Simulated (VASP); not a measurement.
# InP: band structure with PBE

**Experimental background.**

A printed reference work, data compilation reports, for a bulk crystal of InP at 1.6 K: band gap 1.4236 eV (direct).

The system is InP.

```
CELL_PARAMETERS angstrom
0.00000 2.93050 2.93050
2.93050 0.00000 2.93050
2.93050 2.93050 0.00000
ATOMIC_POSITIONS crystal
In 0.00000 0.00000 0.00000
P 0.75000 0.75000 0.75000
```

* Program: VASP 6.6.1
* Task: band structure
* Functional: PBE
* Potentials or basis: VASP PAW PBE potentials, release 64 (In_d, P)
* Cutoff: 900 eV
* k mesh: 8 × 8 × 8
* Occupations: fermi-dirac, width 0.05 eV
* Spin: no spin polarisation
* Further INCAR settings: ALGO = Normal; EDIFF = 1e-06; NBANDS = 16

```yaml
Band_gap_on_the_k_mesh: 0.71 eV, direct
Band_gap_along_the_path: 0.71 eV, direct
```

Levels at the corners of the path, in eV from the valence-band top:
| point | band 6 | band 7 | band 8 | band 9 | band 10 | band 11 | band 12 | band 13 |
| --- | --- | --- | --- | --- | --- | --- | --- | --- |
| Γ | -11.52 | 0.00 | 0.00 | 0.00 | 0.71 | 4.09 | 4.09 | 4.09 |
| X | -9.14 | -5.75 | -2.32 | -2.32 | 1.76 | 2.27 | 9.21 | 9.60 |
| X | -9.14 | -5.75 | -2.32 | -2.32 | 1.76 | 2.27 | 9.21 | 9.60 |
| W | -9.06 | -5.60 | -2.95 | -2.91 | 4.29 | 4.38 | 5.57 | 6.21 |
| W | -9.06 | -5.60 | -2.95 | -2.91 | 4.29 | 4.38 | 5.57 | 6.21 |
| K | -9.15 | -5.60 | -3.30 | -1.94 | 2.36 | 4.39 | 7.51 | 7.54 |
| K | -9.15 | -5.60 | -3.30 | -1.94 | 2.36 | 4.39 | 7.51 | 7.54 |
| Γ | -11.52 | 0.00 | 0.00 | 0.00 | 0.71 | 4.09 | 4.09 | 4.09 |
| Γ | -11.52 | 0.00 | 0.00 | 0.00 | 0.71 | 4.09 | 4.09 | 4.09 |
| L | -9.79 | -5.73 | -0.97 | -0.97 | 1.50 | 4.81 | 4.81 | 7.10 |
| L | -9.79 | -5.73 | -0.97 | -0.97 | 1.50 | 4.81 | 4.81 | 7.10 |
| U | -9.15 | -5.60 | -3.30 | -1.94 | 2.36 | 4.39 | 7.51 | 7.54 |
| U | -9.15 | -5.60 | -3.30 | -1.94 | 2.36 | 4.39 | 7.51 | 7.54 |
| W | -9.06 | -5.60 | -2.95 | -2.91 | 4.29 | 4.38 | 5.57 | 6.21 |
| W | -9.06 | -5.60 | -2.95 | -2.91 | 4.29 | 4.38 | 5.57 | 6.21 |
| L | -9.79 | -5.73 | -0.97 | -0.97 | 1.50 | 4.81 | 4.81 | 7.10 |
| L | -9.79 | -5.73 | -0.97 | -0.97 | 1.50 | 4.81 | 4.81 | 7.10 |
| K | -9.15 | -5.60 | -3.30 | -1.94 | 2.36 | 4.39 | 7.51 | 7.54 |
| U | -9.15 | -5.60 | -3.30 | -1.94 | 2.36 | 4.39 | 7.51 | 7.54 |
| X | -9.14 | -5.75 | -2.32 | -2.32 | 1.76 | 2.27 | 9.21 | 9.60 |

Wall time 2.9 min on 1 thread of Intel(R) Xeon(R) Platinum 8488C (Sapphire Rapids) (shared host), peak memory 0.44 GiB.

A measured gap of InP is 1.4236 eV (direct; 1.6 K; a printed reference work, data compilation); the calculated 0.71 eV misses it by -0.71 eV. Spin-orbit coupling on In is left out. The value is that of PBE, without temperature or zero-point motion. Semilocal functionals fall short of measured gaps as a rule.

Caveat: the log is that of the step along the path at fixed density, whose energy, stress, charges and moments have no meaning; spin-orbit coupling is left out, which moves the levels of the heavy elements.
